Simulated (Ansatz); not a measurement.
**BP: pressure against volume**

How stiff is BP, and at what volume does the pressure vanish? The cell is scaled evenly, atoms carried along, and solved with LAPW, PAW and all-electron datasets made for the crystal.

Computed with Ansatz 0.2.0 (DFT PBE, scalar-relativistic, unless a step's input says otherwise).

1 further run of the same task is left out (it didn't finish).

**1. The system as given**

Symmetry: P-6m2, No. 187, hexagonal system. Conventional cell: a = 3.010 Å, b = 3.010 Å, c = 2.662 Å, α = 90.00°, β = 90.00°, γ = 120.00°. B (site symmetry -6m2) is surrounded by 6 P at 2.19 Å. P (site symmetry -6m2) is surrounded by 6 B at 2.19 Å.

Structure file:

```cif
data_structure
_symmetry_space_group_name_H-M 'P 1'
_symmetry_Int_Tables_number 1
_cell_length_a 3.0096
_cell_length_b 3.0096
_cell_length_c 2.6618
_cell_angle_alpha 90.000
_cell_angle_beta 90.000
_cell_angle_gamma 120.000
_cell_volume 20.88
loop_
_atom_site_label
_atom_site_type_symbol
_atom_site_fract_x
_atom_site_fract_y
_atom_site_fract_z
_atom_site_occupancy
B1 B 0.00000 0.00000 0.00000 1
P1 P 0.33333 0.66667 0.50000 1
```

The structure (WC type) was typed from a prototype and relaxed by PAW; whether it is the ground state wasn't tested.

Atoms are numbered in the order of the input: B1, P2.

**2. Volume × 0.96, LAPW**

The input, input.yaml:

```yaml
crystal:
  lattice:
    - [2.9688977355, 0.0, 0.0]
    - [-1.4844488677, 2.5711408602, 0.0]
    - [0.0, 0.0, 2.6258224416]
  atoms:
    - { symbol: B, position: [0.0, 0.0, 0.0] }
    - { symbol: P, position: [0.3333333333, 0.6666666667, 0.5] }
kpoints:
  mp_grid: { grid: [13, 13, 11] }
scf:
  occupations: { method: fermi_dirac, width: 0.08 }
hamiltonian:
  xc: pbe
  pseudopotentials: { kind: all_electron, lapw: { basis_error: 0.0005 } }
output:
  forces: true
  stress: true
  eigenvalues: true
```

On the command line:

```
> ansatz run input.yaml --threads 1 --pin off --max-ram 2048MiB --backend cpu --events-out ev --progress --plain --runs-dir out
```

**3. Volume × 0.96, PAW**

Edit input.yaml of step 2 so:

```diff
@@ -14,3 +14,3 @@
   xc: pbe
-  pseudopotentials: { kind: all_electron, lapw: { basis_error: 0.0005 } }
+  pseudopotentials: { kind: paw }
 output:
@@ -19 +19,2 @@
   eigenvalues: true
+  efg: { contact_densities: true }
```

**4. Volume × 0.96, crystal datasets**

Edit input.yaml of step 3 so:

```diff
@@ -14,3 +14,3 @@
   xc: pbe
-  pseudopotentials: { kind: paw }
+  pseudopotentials: { kind: all_electron, datasets: crystal }
 output:
```

**5. Volume × 0.98, LAPW**

The input, input.yaml:

```yaml
crystal:
  lattice:
    - [2.9893735393, 0.0, 0.0]
    - [-1.4946867696, 2.5888734264, 0.0]
    - [0.0, 0.0, 2.6439321342]
  atoms:
    - { symbol: B, position: [0.0, 0.0, 0.0] }
    - { symbol: P, position: [0.3333333333, 0.6666666667, 0.5] }
kpoints:
  mp_grid: { grid: [13, 13, 11] }
scf:
  occupations: { method: fermi_dirac, width: 0.08 }
hamiltonian:
  xc: pbe
  pseudopotentials: { kind: all_electron, lapw: { basis_error: 0.0005 } }
output:
  forces: true
  stress: true
  eigenvalues: true
```

**6. Volume × 0.98, PAW**

Edit input.yaml of step 5 so:

```diff
@@ -14,3 +14,3 @@
   xc: pbe
-  pseudopotentials: { kind: all_electron, lapw: { basis_error: 0.0005 } }
+  pseudopotentials: { kind: paw }
 output:
@@ -19 +19,2 @@
   eigenvalues: true
+  efg: { contact_densities: true }
```

**7. Volume × 1.02, LAPW**

The input, input.yaml:

```yaml
crystal:
  lattice:
    - [3.0295041473, 0.0, 0.0]
    - [-1.5147520736, 2.6236275524, 0.0]
    - [0.0, 0.0, 2.6794253914]
  atoms:
    - { symbol: B, position: [0.0, 0.0, 0.0] }
    - { symbol: P, position: [0.3333333333, 0.6666666667, 0.5] }
kpoints:
  mp_grid: { grid: [13, 13, 11] }
scf:
  occupations: { method: fermi_dirac, width: 0.08 }
hamiltonian:
  xc: pbe
  pseudopotentials: { kind: all_electron, lapw: { basis_error: 0.0005 } }
output:
  forces: true
  stress: true
  eigenvalues: true
```

**8. Volume × 1.02, PAW**

Edit input.yaml of step 7 so:

```diff
@@ -14,3 +14,3 @@
   xc: pbe
-  pseudopotentials: { kind: all_electron, lapw: { basis_error: 0.0005 } }
+  pseudopotentials: { kind: paw }
 output:
@@ -19 +19,2 @@
   eigenvalues: true
+  efg: { contact_densities: true }
```

**9. Volume × 1.04, LAPW**

The input, input.yaml:

```yaml
crystal:
  lattice:
    - [3.0491768033, 0.0, 0.0]
    - [-1.5245884017, 2.6406645723, 0.0]
    - [0.0, 0.0, 2.6968247451]
  atoms:
    - { symbol: B, position: [0.0, 0.0, 0.0] }
    - { symbol: P, position: [0.3333333333, 0.6666666667, 0.5] }
kpoints:
  mp_grid: { grid: [13, 13, 11] }
scf:
  occupations: { method: fermi_dirac, width: 0.08 }
hamiltonian:
  xc: pbe
  pseudopotentials: { kind: all_electron, lapw: { basis_error: 0.0005 } }
output:
  forces: true
  stress: true
  eigenvalues: true
```

**10. Volume × 1.04, PAW**

Edit input.yaml of step 9 so:

```diff
@@ -14,3 +14,3 @@
   xc: pbe
-  pseudopotentials: { kind: all_electron, lapw: { basis_error: 0.0005 } }
+  pseudopotentials: { kind: paw }
 output:
@@ -19 +19,6 @@
   eigenvalues: true
+  efg: { contact_densities: true }
+  write_density: true
+  write_potential: true
+  elf: true
+  volumetric_format: npy
```

**11. Volume × 1.04, crystal datasets**

Edit input.yaml of step 10 so:

```diff
@@ -14,3 +14,3 @@
   xc: pbe
-  pseudopotentials: { kind: paw }
+  pseudopotentials: { kind: all_electron, datasets: crystal }
 output:
@@ -20,5 +20 @@
   efg: { contact_densities: true }
-  write_density: true
-  write_potential: true
-  elf: true
-  volumetric_format: npy
```

(Steps that only read results are left out.)

What does the calculation give? Wanted: equilibrium volume; bulk modulus (for each run or level that gives them).

The runs gave:

```
                      quantity           value
     equilibrium volume (LAPW)  10.442 Å³/atom
           bulk modulus (LAPW)         146 GPa
its pressure derivative (LAPW)             4.0
      equilibrium volume (PAW)  10.439 Å³/atom
            bulk modulus (PAW)         146 GPa
 its pressure derivative (PAW)             4.0
```

By LAPW, the pressure vanishes at 10.44 Å³/atom (less than 0.1 % from the starting cell) and the bulk modulus there is 146 GPa (Birch-Murnaghan, third order). Shape and positions are held, so a fully relaxed modulus can be lower. PAW's volume lies -0.02 % and its modulus less than 0.1 % from LAPW's. No thermal or zero-point expansion is included.
